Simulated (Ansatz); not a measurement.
Ru under changes of volume

One of the cells (13.575 Å³/atom); the others are scaled copies at fixed shape and fractional positions:

```
Ru
1.0
     2.70580    0.00000    0.00000
    -1.35290    2.34329    0.00000
     0.00000    0.00000    4.28190
Ru
2
Cartesian
  1.3529 0.7811 3.2114
  0.0000 1.5622 1.0705
```

```yaml
Program: Ansatz 0.2.0
Functional: PBE
Potentials_or_basis: PseudoDojo stringent (PBE files)
Cutoff: 1143 eV
Density_cutoff: 4572 eV
k_mesh: 11 × 11 × 6
Occupations: fermi-dirac, width 0.05 eV
Spin: no spin polarisation
```

| volume (Å³/atom) | energy over the lowest point (meV/atom) | pressure (GPa) |
| --- | --- | --- |
| 12.760 | ? | ? |
| 13.032 | 44.53 | 20.2 |
| 13.303 | 17.36 | 12.2 |
| 13.575 | 2.98 | 5.1 |
| 13.846 | 0.00 | -1.3 |
| 14.118 | 7.18 | -6.9 |
| 14.389 | 23.42 | -12.0 |

**Question.** What does the run at 12.760 Å³/atom give?

**Answer.** Energy over the lowest point 86.04 meV/atom; pressure 29.1 GPa.

Worked out: A Birch-Murnaghan fit of order 3 (a polynomial in V^(-2/3)) to the other rows has its minimum at 13.79 Å³/atom with B0 = V·E''(V) = 312 GPa and B' = 4.9 at fixed shape and positions, which overstates the stiffness. It gives 86.19 meV/atom at 12.760 Å³/atom, against the run's 86.04, and -dE/dV = 29.1 GPa, against 29.1.

Energies are extrapolated to zero smearing.
